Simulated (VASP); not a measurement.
# SiC (Moissanite 6H) (P6_3mc) in VASP: notebook

One crystal, SiC (Moissanite 6H), is run at these levels: r2SCAN, LDA; tasks: relaxation of cell and atoms.

All numbers are computed with VASP 6.6.1; they aren't measurements. Logs are shortened: lines on timing, memory, paths and dates and some standing lists are left out, and cuts for length are marked.

### Step 1. Starting point

The structure is hexagonal, space group P6_3mc (No. 186). Conventional cell: a = 3.095 Å, b = 3.095 Å, c = 15.170 Å, α = 90.00°, β = 90.00°, γ = 120.00°. Around Si (site symmetry 3m) lie 4 C at 1.90 Å. Si (site symmetry 3m) is surrounded by 4 C at 1.90 Å. Si (site symmetry 3m) is surrounded by 4 C at 1.90 Å. C (site symmetry 3m) is surrounded by 4 Si at 1.90 Å. C (site symmetry 3m) has 4 Si at 1.90 Å as nearest neighbours. C (site symmetry 3m) has 4 Si at 1.90 Å as nearest neighbours.

### Step 2. Relaxation of cell and atoms, r2SCAN

INCAR

```
PREC = Accurate
ENCUT = 600
EDIFF = 1E-6
ISMEAR = 0
SIGMA = 0.03
LREAL = False
LASPH = True
NELM = 80
ALGO = Normal
ISIF = 3
LWAVE = False
LCHARG = False
METAGGA = R2SCAN
LMIXTAU = True
IBRION = 2
NSW = 90
EDIFFG = -0.01
KPAR = 4
```

KPOINTS

```
regular mesh
0
Gamma
  12 12 2
```

POSCAR

```
SiC
1.0
    3.0950000000      0.0000000000      0.0000000000
   -1.5475000000      2.6803486247      0.0000000000
    0.0000000000      0.0000000000     15.1700000000
Si C
6 6
Direct
    0.0000000000      0.0000000000      0.1250000000
    0.0000000000      0.0000000000      0.6250000000
    0.3333333333      0.6666666667      0.2917000000
    0.6666666667      0.3333333333      0.7917000000
    0.3333333333      0.6666666667      0.9583000000
    0.6666666667      0.3333333333      0.4583000000
    0.0000000000      0.0000000000      0.0000000000
    0.0000000000      0.0000000000      0.5000000000
    0.3333333333      0.6666666667      0.1667000000
    0.6666666667      0.3333333333      0.6667000000
    0.3333333333      0.6666666667      0.8333000000
    0.6666666667      0.3333333333      0.3333000000
```

Potentials or basis: VASP PAW PBE potentials, release 64 (Si, C).

On the command line:

```bash
$ cat potpaw_PBE.64/Si/POTCAR potpaw_PBE.64/C/POTCAR > POTCAR
$ mpirun -np 4 vasp_std > vasp.out
```

OUTCAR:

```text
PREC = Accurate
   ENCUT = 600
   EDIFF = 1E-6
   ISMEAR = 0
   LREAL = False
   LASPH = True
   NELM = 80
   ISIF = 3
   METAGGA = R2SCAN
   IBRION = 2
   NSW = 90
   EDIFFG = -0.01

 ion  position               nearest neighbor table
   1  0.000  0.000  0.125-   9 1.90   9 1.90   9 1.90   7 1.90   5 3.10   3 3.10   3 3.10   5 3.10
                             5 3.10   3 3.10
   2  0.000  0.000  0.625-  10 1.90  10 1.90  10 1.90   8 1.90   6 3.10   4 3.10   6 3.10   4 3.10
                             4 3.10   6 3.10
   3  0.333  0.667  0.292-  12 1.90  12 1.90  12 1.90   9 1.90   6 3.10   6 3.10   6 3.10   1 3.10
                             1 3.10   1 3.10
   4  0.667  0.333  0.792-  11 1.90  11 1.90  11 1.90  10 1.90   5 3.10   5 3.10   5 3.10   2 3.10
                             2 3.10   2 3.10
   5  0.333  0.667  0.958-   7 1.90   7 1.90   7 1.90  11 1.90   4 3.10   4 3.10   4 3.10   1 3.10
                             1 3.10   1 3.10
   6  0.667  0.333  0.458-   8 1.90   8 1.90   8 1.90  12 1.90   3 3.10   3 3.10   3 3.10   2 3.10
                             2 3.10   2 3.10
   7  0.000  0.000  0.000-   5 1.90   5 1.90   5 1.90   1 1.90
   8  0.000  0.000  0.500-   6 1.90   6 1.90   6 1.90   2 1.90
   9  0.333  0.667  0.167-   1 1.90   1 1.90   1 1.90   3 1.90
  10  0.667  0.333  0.667-   2 1.90   2 1.90   2 1.90   4 1.90
  11  0.333  0.667  0.833-   4 1.90   4 1.90   4 1.90   5 1.90
  12  0.667  0.333  0.333-   3 1.90   3 1.90   3 1.90   6 1.90

  LATTYP: Found a hexagonal cell.
 ALAT       =     3.0950000000
 C/A-ratio  =     4.9014539580

  Lattice vectors:

 A1 = (   3.0950000000,   0.0000000000,   0.0000000000)
 A2 = (  -1.5475000000,   2.6803486247,   0.0000000000)
 A3 = (   0.0000000000,   0.0000000000,  15.1700000000)

Analysis of symmetry for initial positions (statically):
=====================================================================
 Subroutine PRICEL returns:
 Original cell was already a primitive cell.

 Routine SETGRP: Setting up the symmetry group for a
 hexagonal supercell.

 Subroutine GETGRP returns: Found 12 space group operations
 (whereof  6 operations were pure point group operations)
 out of a pool of 24 trial point group operations.

The static configuration has the point symmetry C_3v.
 The point group associated with its full space group is C_6v.

Analysis of symmetry for dynamics (positions and initial velocities):
=====================================================================
 Subroutine PRICEL returns:
 Original cell was already a primitive cell.

 Routine SETGRP: Setting up the symmetry group for a
 hexagonal supercell.

 Subroutine GETGRP returns: Found 12 space group operations
 (whereof  6 operations were pure point group operations)
 out of a pool of 24 trial point group operations.

[... 131 lines left out ...]
   PSTRESS=    0.0 pullay stress
   NELECT =      48.0000    total number of electrons
   NUPDOWN=      -1.0000    fix difference up-down
   EMIN   =  10.00;   EMAX   =-10.00  energy-range for DOS
   EFERMI =   0.00;   METHOD = LEGACY
   ISMEAR =     0;   SIGMA  =   0.03  broadening in eV -4-tet -1-fermi 0-gaus
   EFERMI_NEDOS =   21; number of points for ismear=-14 and -15
   IALGO  =     38    algorithm
   IMIX   =      4    mixing-type and parameters
     AMIX     =   0.40;   BMIX     =  1.00
     AMIX_MAG =   1.60;   BMIX_MAG =  1.00
  volume/ion in A,a.u.               =      10.49        70.77
  Fermi-wavevector in a.u.,A,eV,Ry     =   1.187252  2.243580 19.178312  1.409566
  Thomas-Fermi vector in A             =   2.323407
   LORBIT       =      0    0 simple, 1 ext, 2 COOP (PROOUT), +10 PAW based schemes
   METAGGA = R2SCAN    functional components
   LHFCALC =     F    Hartree Fock is set to
   AEXX    =    0.0000 exact exchange contribution
   IVDW    =     0    specifies the selected vdW correction
   LEPSILON=     F    determine dielectric tensor
   LRPA    =     F    only Hartree local field effects (RPA)
 conjugate gradient relaxation of ions
 non-spin polarized calculation
 Gauss-broadening in eV      SIGMA  =   0.03
  energy-cutoff  :      600.00
  volume of cell :      125.85
 maximum number of plane-waves:      4225
 NGX is ok and might be reduce to    28
   NGX = 13   NGY = 13   NGZ = 61

--------------------------------------- Ionic step        1  -------------------------------------------

 number of electron      47.9999999 magnetization

 Free energy of the ion-electron system (eV)
  ---------------------------------------------------
  ext. energy  EPLUGINS =         0.00000000
  ---------------------------------------------------
  free energy    TOTEN  =      -115.95424324 eV

  energy without entropy =     -115.95424324  energy(sigma->0) =     -115.95424324

------------------------ aborting loop because EDIFF is reached ----------------------------------------

  FORCE on cell =-STRESS in cart. coord.  units (eV):
  Direction    XX          YY          ZZ          XY          YZ          ZX
  --------------------------------------------------------------------------------------
  -------------------------------------------------------------------------------------
  Total       -3.0770479     -3.0770479     -2.4042116      0.0000000     -0.0000000      0.0000000
  in kB      -39.1748476    -39.1748476    -30.6087611      0.0000000     -0.0000000      0.0000000
  external PRESSURE =     -36.3194855 kB  Pullay stress =       0.0000000 kB
[... 263 lines left out ...]
--------------------------------------- Ionic step        7  -------------------------------------------

 number of electron      47.9999998 magnetization

 Free energy of the ion-electron system (eV)
  ---------------------------------------------------
  ext. energy  EPLUGINS =         0.00000000
  ---------------------------------------------------
  free energy    TOTEN  =      -115.97898559 eV

  energy without entropy =     -115.97898559  energy(sigma->0) =     -115.97898559

 E-fermi :   8.2144     XC(G=0): -11.9437

 val. band max:        8.0585887140   @ k =   0.0000   0.0000   0.0000
 cond. band min:      10.4582799157   @ k =   0.5000   0.0000   0.0000
 fundamental gap:      2.3996912018
 Fermi energy:         8.2144316724

 k-point     1 :       0.0000    0.0000    0.0000
  band No.  band energies     occupation
      1      -8.1963      2.00000
      2      -7.6551      2.00000
      3      -7.6188      2.00000
      4      -6.0795      2.00000
      5      -6.0481      2.00000
      6      -4.5627      2.00000
[... 805 lines left out ...]
     30      13.9198      0.00000
     31      14.7303      0.00000

 [... further k-points ...]
[... 5 lines left out ...]
  --------------------------------------------------------------------------------------
  -------------------------------------------------------------------------------------
  Total       -0.0390534     -0.0390534     -0.0914361      0.0000000      0.0000000      0.0000000
  in kB       -0.5053066     -0.5053066     -1.1830790      0.0000000      0.0000000      0.0000000
  external PRESSURE =      -0.7312308 kB  Pullay stress =       0.0000000 kB
[... 27 lines left out ...]
  FREE ENERGIE OF THE ION-ELECTRON SYSTEM (eV)
  ---------------------------------------------------
  free  energy   TOTEN  =      -115.9789855906 eV

  energy  without entropy=     -115.9789855906  energy(sigma->0) =     -115.97898559

 reached required accuracy - stopping structural energy minimisation
```

Wall time 12 min (4 MPI ranks of Intel Xeon 6975P-C (Granite Rapids), shared host); peak memory 0.41 GiB.

What came out:

- Free energy: -115.9790 eV
- Relaxed volume: 10.32 Å³/atom
- Relaxed cell: a = 3.077 Å, b = 3.077 Å, c = 15.101 Å, α = 90.00°, β = 90.00°, γ = 120.00°
- Space group after relaxing (to 0.05 Å): P6_3mc (No. 186)
- Energy gained by relaxing: 2.1 meV/atom
- Ionic steps: 7
- Pressure after relaxing: -0.1 GPa
- Largest force after relaxing: 0.009 eV/Å
- Band gap on the k mesh: 2.40 eV, indirect (least direct gap 3.56 eV)

Forces on the atoms (eV/Å):
```
Si   0.000  0.000 -0.005
Si   0.000  0.000 -0.005
Si   0.000  0.000 -0.002
Si   0.000  0.000 -0.002
Si   0.000  0.000 -0.004
Si   0.000  0.000 -0.004
C    0.000  0.000  0.009
C    0.000  0.000  0.009
C    0.000  0.000  0.000
C    0.000  0.000  0.000
C    0.000  0.000  0.001
C    0.000  0.000  0.001
```

Step by step:
| step | energy change (eV) | largest force (eV/Å) | pressure (GPa) | volume (Å³) |
| --- | --- | --- | --- | --- |
| 1 | 0.0000 | 0.1492 | -3.63 | 125.85 |
| 2 | 0.0057 | 0.1285 | 4.28 | 121.56 |
| 3 | -0.0246 | 0.0293 | -0.07 | 123.79 |
| 4 | -0.0246 | 0.0313 | 0.07 | 123.75 |
| 5 | -0.0247 | 0.0121 | 0.08 | 123.74 |
| 6 | -0.0247 | 0.0128 | 0.08 | 123.74 |
| 7 | -0.0247 | 0.0092 | -0.07 | 123.83 |

Final structure:
```cif
data_structure
_symmetry_space_group_name_H-M 'P 1'
_symmetry_Int_Tables_number 1
_cell_length_a 3.0770
_cell_length_b 3.0770
_cell_length_c 15.1014
_cell_angle_alpha 90.000
_cell_angle_beta 90.000
_cell_angle_gamma 120.000
_cell_volume 123.83
loop_
_atom_site_label
_atom_site_type_symbol
_atom_site_fract_x
_atom_site_fract_y
_atom_site_fract_z
_atom_site_occupancy
Si1 Si 0.00000 0.00000 0.12505 1
Si2 Si 0.00000 0.00000 0.62505 1
Si3 Si 0.33333 0.66667 0.29182 1
Si4 Si 0.66667 0.33333 0.79182 1
Si5 Si 0.33333 0.66667 0.95830 1
Si6 Si 0.66667 0.33333 0.45830 1
C1 C 0.00000 0.00000 0.99967 1
C2 C 0.00000 0.00000 0.49967 1
C3 C 0.33333 0.66667 0.16685 1
C4 C 0.66667 0.33333 0.66685 1
C5 C 0.33333 0.66667 0.83331 1
C6 C 0.66667 0.33333 0.33331 1
```

Caveat: the PAW data sets were made with another functional, which shifts forces and pressure a little.

(Part 1 of 2 ends here.)
